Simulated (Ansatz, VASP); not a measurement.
W: VASP beside Ansatz

Contents of INCAR:

```
PREC = Accurate ; ENCUT = 520
EDIFF = 1E-6 ; ISMEAR = -1
SIGMA = 0.1 ; LREAL = False
LASPH = True ; NELM = 60
ALGO = Normal ; ISIF = 2
LWAVE = False ; LCHARG = True
GGA = PE ; LELF = True
LVHAR = True ; NBANDS = 21
```

File KPOINTS:

```
regular mesh
0
Gamma
  11 11 11
```

POSCAR

```
W
1.0
    0.0000000000      2.7944124317      2.7944124317
    2.7944124317      0.0000000000      2.7944124317
    2.7944124317      2.7944124317      0.0000000000
W
2
Direct
    0.1250000000      0.1250000000      0.1250000000
    0.8750000000      0.8750000000      0.8750000000
```

Input for Ansatz:

```yaml
crystal:
  lattice:
    - [0.0, 2.7944124317, 2.7944124317]
    - [2.7944124317, 0.0, 2.7944124317]
    - [2.7944124317, 2.7944124317, 0.0]
  atoms:
    - { symbol: W, position: [0.125, 0.125, 0.125] }
    - { symbol: W, position: [0.875, 0.875, 0.875] }
hamiltonian:
  xc: pbe
  pseudopotentials:
    kind: paw
    azcp:
      W: "pseudopotentials/W.paw.azcp"
basis:
  ecutwfc: 420
  fft_grid_basis: typed
kpoints:
  mp_grid: { grid: [11, 11, 11], shift: [0, 0, 0] }
magnetization:
  spin_polarized: false
scf:
  occupations: { method: fermi_dirac, width: 0.1 }
  lower_state_search: "off"
output:
  stress: true
```

Alike in both runs: task single point; functional PBE; k mesh 11 × 11 × 11; occupations fermi-dirac, width 0.1 eV; no spin polarisation.

|  | VASP | Ansatz |
| --- | --- | --- |
| version | VASP 6.6.1 | Ansatz 0.2.0 |
| potentials or method | VASP PAW PBE potentials, release 64 (W_sv) | plane waves (420 eV) with PAW, scalar-relativistic |
| plane-wave cutoff (eV) | 520 | 420 |
| valence electrons in the cell | 28 | 28 |

|  | VASP | Ansatz | Ansatz less VASP |
| --- | --- | --- | --- |
| pressure (GPa) | 20.7 | 19.5 | -1.16 |

Caveats: so large a pressure means that the cell lies far from this level's equilibrium, or that cutoff or potentials fall short (VASP). The runs have no spin-orbit coupling, so splittings on W are missing.
